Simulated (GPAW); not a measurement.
Ge in GPAW: the effect of volume over the given one

Ge:

```
CELL_PARAMETERS angstrom
3.99759 0.00000 0.00000
-1.99879 3.46201 0.00000
0.00000 0.00000 6.59938
ATOMIC_POSITIONS crystal
Ge 0.33333 0.66667 0.93710
Ge 0.66667 0.33333 0.43710
Ge 0.33333 0.66667 0.56290
Ge 0.66667 0.33333 0.06290
```

This isn't the form of Ge at room conditions, which is diamond.

Alike in all runs:

- Program: GPAW 26.7.0
- Task: phonons
- Functional: PBE
- Potentials or basis: GPAW PAW data sets (gpaw-data 1.2.1)
- Cutoff: 510 eV
- Basis: pw
- k mesh: 8 × 8 × 4
- Occupations: fermi-dirac, width 0.05 eV
- Spin: no spin polarisation

Each run relaxes the cell or the atoms first.

```tsv
volume over the given one	gap on the mesh (eV)	pressure (GPa)	highest phonon frequency (cm⁻¹)
1	0.07	3.2	296
0.96	?	?	?
1.04	0.19	0.5	281
0.92	none	10.8	325
1.08	0.07	-1.6	270
0.88	0.14	16.0	339
```

Question: What does the run with volume over the given one 0.96 give?

Answer: gap on the mesh none; pressure 6.5 GPa; highest phonon frequency 311 cm⁻¹.

Worked out: A parabola through the other rows of the pressure, of slope -96.9 GPa per unit of volume over the given one there, gives 6.7 GPa, against the run's 6.5. A parabola through the other rows of the highest phonon frequency, of slope -358 cm⁻¹ per unit of volume over the given one there, gives 310 cm⁻¹, against the run's 311.

Caveats: the cutoff is short for stress and forces, so pressures can be off by a GPa or more; the cell is more than 3 GPa from zero pressure, which shifts response properties (some runs).

A k mesh can miss the band edges.

A gap of «none» marks a metal or a gap under the smearing width.
